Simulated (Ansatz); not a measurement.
## Rh (Fm-3m), symmetry broken, then relaxed

Theory: Ansatz, DFT PBE, scalar-relativistic, plane waves, PAW. Cutoff 420 eV, Γ-centred 16×16×16 k-points, Gaussian smearing of 0.15 eV. No spin polarisation. Energies are free energies at this smearing, counted from the undisturbed cell; pressure is positive in compression.

Reference structure (relaxed at this level):

```xyz
1
Lattice="0.0000 1.9150 1.9150 1.9150 0.0000 1.9150 1.9150 1.9150 0.0000" Properties=species:S:1:pos:R:3 pbc="T T T"
Rh    0.0000    0.0000    0.0000
```

The cell is strained by (0.0239, -0.0118, -0.0122, 0.0146, -0.0017, 0.0058) (xx, yy, zz, yz, xz, xy; engineering shear). Cell and atoms are then relaxed.

Question: Does the relaxation return to the undisturbed structure?

Answer: Yes (up to a choice of domain or origin): same space group and volume, and an energy 0.0 meV/atom from it. The disturbance itself cost 10.9 meV/atom. The final space group reads Fm-3m (tolerance 0.05 Å) and the volume changes by 0.07 %.

Final structure:

```
Rh
1.0
     0.00000    1.91536    1.91536
     1.91543    0.00000    1.91536
     1.91543    1.91536    0.00000
Rh
1
Direct
  0.00000 0.00000 0.00000
```

The relaxation, step by step (energy from the first step; small jumps at an unchanged geometry come where the plane waves are selected anew for the new cell):

```tsv
step	ΔE (meV/atom)	largest force component (eV/Å)	pressure (GPa)
1	0.0	0.000	0.55
2	-10.2	0.000	0.10
3	-10.8	0.000	-0.14
4	-10.8	0.000	0.00
5	-10.9	0.000	0.00
```